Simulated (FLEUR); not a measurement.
Runs of FLEUR MaX-R8.1 (later development tree) on CdTe. It takes space group F-43m (No. 216, cubic). The conventional cell has a = 6.410 Å, b = 6.410 Å, c = 6.410 Å, α = 90.00°, β = 90.00°, γ = 90.00°. Around Te (site symmetry -43m) lie 4 Cd at 2.78 Å. Cd (site symmetry -43m) has 4 Te at 2.78 Å as nearest neighbours. 

```csv
task,level,k mesh,gmax,muffin-tin radii,max iterations,mixing factor,mixer,kmax,mesh quality,gap on the mesh (eV),V0 of scaled cells (Å³/atom),B0 (GPa)
band structure,revPBE,7 × 7 × 7,11.8 1/bohr,"Te 2.3, Cd 2.56 bohr",60,0.05,Anderson,3.8 1/bohr,not flagged,0.98,-,-
band structure,LDA (Moruzzi-Janak-Williams),7 × 7 × 7,13.2 1/bohr,"Te 2.3, Cd 2.56 bohr",60,0.05,Anderson,4.26 1/bohr,not flagged,0.60,-,-
single point,PBE0,4 × 4 × 4,13.2 1/bohr,"Te 2.3, Cd 2.56 bohr",30,0.05,Anderson,4.26 1/bohr,coarse,2.45,-,-
equation of state,LDA (Moruzzi-Janak-Williams),7 × 7 × 7,13.6 1/bohr,"Te 2.23, Cd 2.48 bohr",-,-,-,4.39 1/bohr,not flagged,-,(c),(a)
band structure,LDA (von Barth-Hedin),7 × 7 × 7,13.2 1/bohr,"Te 2.3, Cd 2.56 bohr",60,0.05,Anderson,4.26 1/bohr,not flagged,0.62,-,-
equation of state,LDA (von Barth-Hedin),7 × 7 × 7,13.6 1/bohr,"Te 2.23, Cd 2.48 bohr",-,-,-,4.39 1/bohr,not flagged,-,32.64,(b)
```

Alike in all rows: potentials or basis all-electron, FLAPW; no spin polarisation; cell as given; smearing fermi-dirac 0.05 eV.

Question: Estimate the missing entries.

Answer: (a) 46; (b) 48; (c) 32.95.

Caveats: some runs use coarse meshes; spin-orbit coupling is left out, which moves the levels of the heavy elements (some runs); core states are solved in the semilocal potential (some runs).

A k mesh can miss the band edges, and the runs leave out spin-orbit coupling on Cd, Te.

The runs were made with more than one version of the program.
